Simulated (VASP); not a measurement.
# InPd (Pm-3m) in VASP: single point with PBE

Aim: the single point of InPd with PBE.

All numbers are computed with VASP 6.6.1; they aren't measurements. Logs are shortened: lines on timing, memory, paths and dates and some standing lists are left out, and cuts for length are marked.

## 1. The crystal as given

It takes space group Pm-3m (No. 221, cubic). Conventional cell: a = 3.305 Å, b = 3.305 Å, c = 3.305 Å, α = 90.00°, β = 90.00°, γ = 90.00°. Around In (site symmetry m-3m) lie 8 Pd at 2.86 Å. Pd (site symmetry m-3m) is surrounded by 8 In at 2.86 Å.

The cell comes from a database or a generator and needn't be the stable form of this composition.

## 2. Single point, PBE

File INCAR:

```
ALGO     = Normal         # electronic algorithm
EDIFF    = 1E-6           # SCF threshold, eV
ENCUT    = 520            # plane-wave cutoff, eV
GGA      = PE             # functional
ISIF     = 2              # what is computed and relaxed
ISMEAR   = 0              # smearing method
LASPH    = T              # aspherical terms in the spheres
LCHARG   = F              # write CHGCAR
LREAL    = F              # projectors in reciprocal space
LWAVE    = F              # write WAVECAR
NBANDS   = 18             # bands
NELM     = 60             # most SCF steps
PREC     = Accurate       # precision mode
SIGMA    = 0.15           # smearing width, eV
```

File KPOINTS:

```
k-points
0
Gamma
  14 14 14
```

File POSCAR:

```
InPd
1.0
    3.3052635960      0.0000000000      0.0000000000
    0.0000000000      3.3052635960      0.0000000000
    0.0000000000      0.0000000000      3.3052635960
In Pd
1 1
Direct
    0.0000000000      0.0000000000      0.0000000000
    0.5000000000      0.5000000000      0.5000000000
```

Potentials or basis: VASP PAW PBE potentials, release 64 (In_d, Pd).

Run with:

```sh
$ cat potpaw_PBE.64/In_d/POTCAR potpaw_PBE.64/Pd/POTCAR > POTCAR
$ mpirun -np 1 vasp_std > vasp.out
```

OUTCAR:

```text
EDIFF = 1E-6
   ENCUT = 520
   GGA = PE
   ISIF = 2
   ISMEAR = 0
   LASPH = T
   LREAL = F
   NELM = 60
   PREC = Accurate

 ion  position               nearest neighbor table
   1  0.000  0.000  0.000-   2 2.86   2 2.86   2 2.86   2 2.86   2 2.86   2 2.86   2 2.86   2 2.86

   2  0.500  0.500  0.500-   1 2.86   1 2.86   1 2.86   1 2.86   1 2.86   1 2.86   1 2.86   1 2.86

  LATTYP: Found a simple cubic cell.
 ALAT       =     3.3052635960

  Lattice vectors:

 A1 = (   3.3052635960,   0.0000000000,   0.0000000000)
 A2 = (   0.0000000000,   3.3052635960,   0.0000000000)
 A3 = (   0.0000000000,   0.0000000000,   3.3052635960)

Analysis of symmetry for initial positions (statically):
=====================================================================
 Subroutine PRICEL returns:
 Original cell was already a primitive cell.

 Routine SETGRP: Setting up the symmetry group for a
 simple cubic supercell.

 Subroutine GETGRP returns: Found 48 space group operations
 (whereof 48 operations were pure point group operations)
 out of a pool of 48 trial point group operations.

The static configuration has the point symmetry O_h .

Analysis of symmetry for dynamics (positions and initial velocities):
=====================================================================
 Subroutine PRICEL returns:
 Original cell was already a primitive cell.

 Routine SETGRP: Setting up the symmetry group for a
 simple cubic supercell.

 Subroutine GETGRP returns: Found 48 space group operations
 (whereof 48 operations were pure point group operations)
 out of a pool of 48 trial point group operations.

The dynamic configuration has the point symmetry O_h .

 Subroutine INISYM returns: Found 48 space group operations
 (whereof 48 operations are pure point group operations),
 and found     1 'primitive' translations

----------------------------------------------------------------------------------------

                                     Primitive cell

  volume of cell :      36.1092

  direct lattice vectors                    reciprocal lattice vectors
     3.305263596  0.000000000  0.000000000     0.302547731  0.000000000  0.000000000
     0.000000000  3.305263596  0.000000000     0.000000000  0.302547731  0.000000000
     0.000000000  0.000000000  3.305263596     0.000000000  0.000000000  0.302547731

  length of vectors
     3.305263596  3.305263596  3.305263596     0.302547731  0.302547731  0.302547731

  position of ions in fractional coordinates (direct lattice)
     0.000000000  0.000000000  0.000000000
     0.500000000  0.500000000  0.500000000

  ion indices of the primitive-cell ions
   primitive index   ion index
                 1           1
                 2           2

----------------------------------------------------------------------------------------

 KPOINTS: k-points

Automatic generation of k-mesh.
 Grid dimensions read from file:
 generate k-points for:   14   14   14

 Generating k-lattice:

  Cartesian coordinates                     Fractional coordinates (reciprocal lattice)
     0.021610552  0.000000000  0.000000000     0.071428571  0.000000000  0.000000000
     0.000000000  0.021610552  0.000000000     0.000000000  0.071428571  0.000000000
     0.000000000  0.000000000  0.021610552     0.000000000  0.000000000  0.071428571

  Length of vectors
     0.021610552  0.021610552  0.021610552

  Shift w.r.t. Gamma in fractional coordinates (k-lattice)
     0.000000000  0.000000000  0.000000000

 Subroutine IBZKPT returns following result:
 ===========================================

 Found    120 irreducible k-points:

 Following reciprocal coordinates:
            Coordinates               Weight
  0.000000  0.000000  0.000000      1.000000
  0.071429  0.000000  0.000000      6.000000
  0.142857  0.000000  0.000000      6.000000
  0.214286  0.000000  0.000000      6.000000
  0.285714  0.000000  0.000000      6.000000
  0.357143  0.000000  0.000000      6.000000
[... 16 lines left out ...]
  0.285714  0.214286  0.000000     24.000000
  0.357143  0.214286  0.000000     24.000000
 [... further k-points ...]
   k-points           NKPTS =    120   k-points in BZ     NKDIM =    120   number of bands    NBANDS=     18
   number of dos      NEDOS =    301   number of ions     NIONS =      2
   total plane-waves  NPLWV =  21952
   dimension x,y,z NGX =    28 NGY =   28 NGZ =   28
   dimension x,y,z NGXF=    56 NGYF=   56 NGZF=   56
   ions per type =               1   1
   NGX,Y,Z   is equivalent  to a cutoff of  14.08, 14.08, 14.08 a.u.
   NGXF,Y,Z  is equivalent  to a cutoff of  28.17, 28.17, 28.17 a.u.
 SYSTEM =  unknown system
   PREC   = accura    normal or accurate (medium, high low for compatibility)
   ISTART =      0    job   : 0-new  1-cont  2-samecut
   ICHARG =      2    charge: 1-file 2-atom 10-const
   ISPIN  =      1    spin polarized calculation?
   LNONCOLLINEAR =      F non collinear calculations
   LSORBIT =      F    spin-orbit coupling
   LASPH  =      T    aspherical Exc in radial PAW
   ENCUT  =  520.0 eV  38.22 Ry    6.18 a.u.   6.15  6.15  6.15*2*pi/ulx,y,z
   NELM   =     60;   NELMIN=  2; NELMDL= -5     # of ELM steps
   EDIFF  = 0.1E-05   stopping-criterion for ELM
   LREAL  =      F    real-space projection
   EDIFFG = 0.1E-04   stopping-criterion for IOM
   NSW    =      0    number of steps for IOM
   IBRION =     -1    ionic relax: 0-MD 1-quasi-New 2-CG
   NFREE  =      0    steps in history (QN), initial steepest desc. (CG)
   ISIF   =      2    stress and relaxation
   ISYM   =      2    0-nonsym 1-usesym 2-fastsym
   POTIM  = 0.5000    time-step for ionic-motion
   TEBEG  =    0.0;   TEEND  =   0.0 temperature during run
   PSTRESS=    0.0 pullay stress
   NELECT =      23.0000    total number of electrons
   NUPDOWN=      -1.0000    fix difference up-down
   EMIN   =  10.00;   EMAX   =-10.00  energy-range for DOS
   EFERMI =   0.00;   METHOD = LEGACY
   ISMEAR =     0;   SIGMA  =   0.15  broadening in eV -4-tet -1-fermi 0-gaus
   EFERMI_NEDOS =   21; number of points for ismear=-14 and -15
   IALGO  =     38    algorithm
   IMIX   =      4    mixing-type and parameters
     AMIX     =   0.40;   BMIX     =  1.00
     AMIX_MAG =   1.60;   BMIX_MAG =  1.00
  volume/ion in A,a.u.               =      18.05       121.84
  Fermi-wavevector in a.u.,A,eV,Ry     =   1.408569  2.661809 26.994851  1.984066
  Thomas-Fermi vector in A             =   2.530713
   LORBIT       =      0    0 simple, 1 ext, 2 COOP (PROOUT), +10 PAW based schemes
   GGA     = PE    functional components
   LHFCALC =     F    Hartree Fock is set to
   AEXX    =    0.0000 exact exchange contribution
   IVDW    =     0    specifies the selected vdW correction
   LEPSILON=     F    determine dielectric tensor
   LRPA    =     F    only Hartree local field effects (RPA)
 non-spin polarized calculation
 Gauss-broadening in eV      SIGMA  =   0.15
  energy-cutoff  :      520.00
  volume of cell :       36.11
 maximum number of plane-waves:       992
 NGX is ok and might be reduce to    28
   NGX = 13   NGY = 13   NGZ = 13

 number of electron      23.0000002 magnetization

 Free energy of the ion-electron system (eV)
  ---------------------------------------------------
  ext. energy  EPLUGINS =         0.00000000
  ---------------------------------------------------
  free energy    TOTEN  =        -8.75170373 eV

  energy without entropy =       -8.74301149  energy(sigma->0) =       -8.74735761

 E-fermi :  10.0579     XC(G=0): -12.0591

 val. band max:       10.0527649015   @ k =   0.4286   0.4286   0.3571
 cond. band min:      10.0636455983   @ k =   0.5000   0.4286   0.4286
 fundamental gap:      0.0108806967
 Fermi energy:        10.0578758679

 k-point     1 :       0.0000    0.0000    0.0000
  band No.  band energies     occupation
      1      -4.8567      2.00000
      2      -4.8567      2.00000
      3      -4.4833      2.00000
      4      -4.4833      2.00000
      5      -4.4833      2.00000
      6       0.2142      2.00000
[... 10 lines left out ...]
     17      20.4007      0.00000
     18      25.9699      0.00000

 k-point     2 :       0.0714    0.0000    0.0000
  band No.  band energies     occupation
      1      -4.8542      2.00000
      2      -4.8407      2.00000
      3      -4.4882      2.00000
      4      -4.4882      2.00000
      5      -4.4819      2.00000
      6       0.2931      2.00000
[... 10 lines left out ...]
     17      20.8413      0.00000
     18      25.7679      0.00000

 k-point     3 :       0.1429    0.0000    0.0000
  band No.  band energies     occupation
      1      -4.8473      2.00000
      2      -4.7957      2.00000
      3      -4.5020      2.00000
      4      -4.5020      2.00000
      5      -4.4780      2.00000
      6       0.5296      2.00000
[... 10 lines left out ...]
     17      22.2738      0.00000
     18      25.2769      0.00000

 k-point     4 :       0.2143    0.0000    0.0000
  band No.  band energies     occupation
      1      -4.8371      2.00000
      2      -4.7310      2.00000
      3      -4.5218      2.00000
      4      -4.5218      2.00000
      5      -4.4723      2.00000
      6       0.9218      2.00000
[... 375 lines left out ...]
      4      -4.5319      2.00000
      5      -4.5071      2.00000
      6       1.5933      2.00000
[... 10 lines left out ...]
     17      23.7183      0.00000
     18      24.5454      0.00000

 k-point    23 :       0.2857    0.2143    0.0000
  band No.  band energies     occupation
      1      -4.7570      2.00000
      2      -4.6152      2.00000
      3      -4.5862      2.00000
      4      -4.5509      2.00000
      5      -4.5136      2.00000
      6       2.0953      2.00000
[... 10 lines left out ...]
     17      23.3972      0.00000
     18      24.3415      0.00000

 k-point    24 :       0.3571    0.2143    0.0000
  band No.  band energies     occupation
      1      -4.7457      2.00000
      2      -4.6448      2.00000
      3      -4.5719      2.00000
      4      -4.5239      2.00000
      5      -4.5153      2.00000
      6       2.7032      2.00000
[... 10 lines left out ...]
     17      22.8163      0.00000
     18      23.0995      0.00000

 [... further k-points ...]

------------------------ aborting loop because EDIFF is reached ----------------------------------------

  FORCE on cell =-STRESS in cart. coord.  units (eV):
  Direction    XX          YY          ZZ          XY          YZ          ZX
  --------------------------------------------------------------------------------------
  -------------------------------------------------------------------------------------
  Total        0.0049272      0.0049272      0.0049272     -0.0000000     -0.0000000      0.0000000
  in kB        0.2186220      0.2186220      0.2186220     -0.0000000     -0.0000000      0.0000000
  external PRESSURE =       0.2186220 kB  Pullay stress =       0.0000000 kB

 VOLUME and BASIS-vectors are now :
 -----------------------------------------------------------------------------
  energy-cutoff  :      520.00
  volume of cell :       36.11
      direct lattice vectors                 reciprocal lattice vectors
     3.305263596  0.000000000  0.000000000     0.302547731  0.000000000  0.000000000
     0.000000000  3.305263596  0.000000000     0.000000000  0.302547731  0.000000000
     0.000000000  0.000000000  3.305263596     0.000000000  0.000000000  0.302547731

 POSITION                                       TOTAL-FORCE (eV/Angst)
 -----------------------------------------------------------------------------------
      0.00000      0.00000      0.00000         0.000000      0.000000      0.000000
      1.65263      1.65263      1.65263         0.000000      0.000000      0.000000
 -----------------------------------------------------------------------------------
    total drift:                               -0.000000      0.000000      0.000000

  FREE ENERGIE OF THE ION-ELECTRON SYSTEM (eV)
  ---------------------------------------------------
  free  energy   TOTEN  =        -8.7517037348 eV

  energy  without entropy=       -8.7430114930  energy(sigma->0) =       -8.74735761
```

Wall time 1.8 min (1 thread of Intel Xeon Platinum 8175M at 2.50GHz (Skylake/Cascade Lake), shared host); peak memory 0.22 GiB.

Results:

| Property | Result |
| --- | --- |
| Free energy | -8.7517 eV |
| Pressure | 0.0 GPa |
| Band gap on the k mesh | none (metal or under the smearing width) |
